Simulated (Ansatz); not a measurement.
Co:

```
CELL_PARAMETERS angstrom
2.47200 0.00000 0.00000
-1.23600 2.14081 0.00000
0.00000 0.00000 4.02114
ATOMIC_POSITIONS crystal
Co 0.66667 0.33333 0.75000
Co 0.33333 0.66667 0.25000
```

Base run:

| Property | Result |
| --- | --- |
| Program | Ansatz 0.2.0 |
| Functional | r2SCAN |
| Potentials or basis | Ansatz PAW |
| Cutoff | 500 eV (not typed: the program's choice for these potentials) |
| k mesh | 12 × 12 × 7 |
| Occupations | fermi-dirac, width 0.05 eV |
| Spin | collinear spin, ferromagnetic start |
| Starting moments | [2.0, 2.0] μB |

Its results: band gap on the k mesh none (metal or under the smearing width); pressure 0.3 GPa; net moment 3.56 μB per cell; site moments Co +1.91 μB.

Q: After a change of settings the same cell gave: band gap on the k mesh none (metal or under the smearing width); pressure -5.8 GPa; net moment 3.20 μB per cell; site moments Co +1.66 μB. Which change was it?
A. functional from r2SCAN to PBEsol; cutoff from 500 eV (not typed: the program's choice for these potentials) to 420 eV (not typed: the program's choice for these potentials)
B. functional from r2SCAN to r2SCANh; k mesh from 12 × 12 × 7 to 6 × 6 × 4
C. functional from r2SCAN to HSE06; cutoff from 500 eV (not typed: the program's choice for these potentials) to 420 eV (not typed: the program's choice for these potentials); k mesh from 12 × 12 × 7 to 6 × 6 × 4
D. functional from r2SCAN to RPBE; cutoff from 500 eV (not typed: the program's choice for these potentials) to 420 eV (not typed: the program's choice for these potentials)

A: A.

Caveats: the PAW data sets come from PBE, with cores solved anew for the run's functional, which leaves a small shift of forces and pressure; the magnetic or orbital state may not be the lowest (some runs).
